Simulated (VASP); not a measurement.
## Sr in VASP: the effect of functional

Sr, a slab with vacuum:

```xyz
3
Lattice="4.3100 0.0000 0.0000 -2.1550 3.7326 0.0000 0.0000 0.0000 22.0500" Properties=species:S:1:pos:R:3 pbc="T T T"
Sr    0.0000    2.4884    7.5000
Sr    2.1550    1.2442   11.0250
Sr    0.0000    2.4884   14.5500
```

Alike in all runs:

```yaml
Program: VASP 6.6.1
Task: work function
Cutoff: 520 eV
k_mesh: 7 × 7 × 1
Occupations: fermi-dirac, width 0.05 eV
Spin: no spin polarisation
```

```csv
functional,potentials or basis,work function (eV)
LDA,"VASP PAW LDA potentials, release 64 (Sr_sv)",2.74
PBE,"VASP PAW PBE potentials, release 64 (Sr_sv)",2.65
PBEsol,"VASP PAW PBE potentials, release 64 (Sr_sv)",2.68
RPBE,"VASP PAW PBE potentials, release 64 (Sr_sv)",2.59
revPBE,"VASP PAW PBE potentials, release 64 (Sr_sv)",2.59
BLYP,"VASP PAW PBE potentials, release 64 (Sr_sv)",?
PW91,"VASP PAW PBE potentials, release 64 (Sr_sv)",2.65
```

**Question.** What does the run with functional BLYP give?

**Answer.** Work function 2.19 eV.
